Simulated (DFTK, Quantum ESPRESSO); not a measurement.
This is a calculation of Ti (Titanium) for DFTK 0.8.2. 

run.jl

```julia
using DFTK
using PseudoPotentialData
using Unitful, UnitfulAtomic
using LinearAlgebra, Printf
include("save.jl")
disable_threading()

# lattice vectors are the columns
lattice = austrip(1u"Å") * [          2.95         -1.475            0.0;
                      0.0   2.5547749412            0.0;
                      0.0            0.0           4.68]
symbols   = [:Ti, :Ti]
positions = [[0.6666666667, 0.3333333333, 0.75],
             [0.3333333333, 0.6666666667, 0.25]]
pseudopotentials = PseudoFamily("dojo.nc.sr.pbesol.v0_4_1.standard.upf")
elements = Dict(s => ElementPsp(s, pseudopotentials) for s in unique(symbols))
atoms    = [elements[s] for s in symbols]

build_model(lattice, positions; symmetries=true) =
    model_DFT(lattice, atoms, positions;
              functionals=PBEsol(),
              temperature=austrip(0.05u"eV"),
              smearing=Smearing.FermiDirac(),
              symmetries)
Ecut  = 42.0  # hartree
kgrid = [10, 10, 6]
tol   = 1e-6
to_GPa = ustrip(uconvert(u"GPa", 1u"hartree/bohr^3"))

model = build_model(lattice, positions)
basis = PlaneWaveBasis(model; Ecut, kgrid)
display(basis)
scfres = self_consistent_field(basis;
                               tol,
                               nbandsalg=AdaptiveBands(model; n_bands_converge=17))
display(scfres.energies)
@printf "Fermi level: %.6f eV\n" ustrip(auconvert(u"eV", something(scfres.εF, NaN)))
forces = compute_forces_cart(scfres)
println("Forces (eV/Å)")
for (s, f) in zip(symbols, forces)
    @printf "%-3s %12.6f %12.6f %12.6f\n" s ustrip.(auconvert.(u"eV/Å", f))...
end
stress = compute_stresses_cart(scfres)
println("Stress (GPa)")
display(round.(stress * to_GPa; digits=4))
println("Levels at the first k-point (eV): ", round.(ustrip.(auconvert.(u"eV", scfres.eigenvalues[1][1:scfres.n_bands_converge])); digits=4))
save_scf!(scfres; forces, stress)
```

Potentials or basis: dojo.nc.sr.pbesol.v0_4_1.standard.upf (PBEsol).

Run with:

```sh
$ julia --threads=1 run.jl  # save.jl only writes the numbers to a file and isn't shown; printed stress counts tension as positive; times include loading and compiling
```

What does the same run look like in Quantum ESPRESSO 7.5? Potentials or basis there: GBRV 1.5 PBEsol, cutoff 612 eV.

As run (cutoffs and basis follow the program's own potentials, and thresholds, step limits or extra output files can differ):

pw.in

```
&CONTROL
  calculation = 'scf'
  prefix = 'pwscf'
  outdir = './tmp'
  pseudo_dir = './pseudo'
  tprnfor = .true.
  tstress = .true.
  disk_io = 'low'
/
&SYSTEM
  ibrav = 0
  celldm(1) = 8
  nat = 2
  ntyp = 1
  ecutwfc = 45
  ecutrho = 360
  nbnd = 19
  occupations = 'smearing'
  smearing = 'fd'
  degauss = 0.00367493
/
&ELECTRONS
  conv_thr = 4d-10
  electron_maxstep = 120
  mixing_beta = 0.5
/
ATOMIC_SPECIES
Ti    47.8670 ti_pbesol_v1.4.uspp.F.UPF
CELL_PARAMETERS alat
  0.6968365084558   0.0000000000000   0.0000000000000
 -0.3484182542279   0.6034781186156   0.0000000000000
  0.0000000000000   0.0000000000000   1.1054897829061
ATOMIC_POSITIONS crystal
Ti     0.6666666667    0.3333333333    0.7500000000
Ti     0.3333333333    0.6666666667    0.2500000000
K_POINTS automatic
10 10 6 0 0 0
```

Contents of pp_density.in:

```
&INPUTPP
  prefix = 'pwscf'
  outdir = './tmp'
  filplot = 'density.dat'
  plot_num = 0
/
&PLOT
  nfile = 1
  filepp(1) = 'density.dat'
  iflag = 3
  output_format = 6
  fileout = 'density.cube'
/
```

Contents of pp_potential.in:

```
&INPUTPP
  prefix = 'pwscf'
  outdir = './tmp'
  filplot = 'potential.dat'
  plot_num = 11
/
&PLOT
  nfile = 1
  filepp(1) = 'potential.dat'
  iflag = 3
  output_format = 6
  fileout = 'potential.cube'
/
```

Potentials or basis: GBRV 1.5 PBEsol.

Launch:

```bash
$ OMP_NUM_THREADS=1 mpirun -n 2 pw.x -nk 2 -in pw.in > pw.out
$ OMP_NUM_THREADS=1 mpirun -n 1 pp.x -in pp_density.in > pp_density.out
$ OMP_NUM_THREADS=1 mpirun -n 1 pp.x -in pp_potential.in > pp_potential.out
```

Both were run:

|  | DFTK | Quantum ESPRESSO |
| --- | --- | --- |
| Pressure | -5.7 GPa | -5.7 GPa |

Pressure is positive in compression.
